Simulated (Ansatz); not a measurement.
Fe2Ge:

```
Ge Fe
1.0
     4.16363    0.00000    0.00000
    -2.08182    3.60581    0.00000
     0.00000    0.00000    2.62647
Ge Fe
1 2
Direct
  0.00000 0.00000 0.00000
  0.33333 0.66667 0.50000
  0.66667 0.33333 0.50000
```

The cell comes from a database or a generator and needn't be the stable form of this composition.

Base run:

```yaml
Program: Ansatz 0.2.0
Functional: PBEsol
Potentials_or_basis: Ansatz PAW
Cutoff: "420 eV (not typed: the program's choice for these potentials)"
k_mesh: 6 × 6 × 8
Occupations: fermi-dirac, width 0.05 eV
Spin: collinear spin, ferromagnetic start
Starting_moments: "[0.0, 2.25, 2.25] μB"
Fixed_moment: 4.5 μB
```

Its results: pressure -10.3 GPa; site moments Ge -0.02; Fe +2.22 μB.

Task: The run is repeated on the same cell with these changes: fixed moment from 4.5 μB to 1.5 μB; moments at the start from [0.0, 2.25, 2.25] to [0.0, 0.75, 0.75]. What comes out?

Result: Pressure -22.4 GPa; site moments Ge -0.04; Fe +0.78 μB.

Caveats: the total moment is fixed, so each spin has its own Fermi level; the PAW data sets come from PBE, with cores solved anew for the run's functional, which leaves a small shift of forces and pressure; the thresholds are loose for stress.
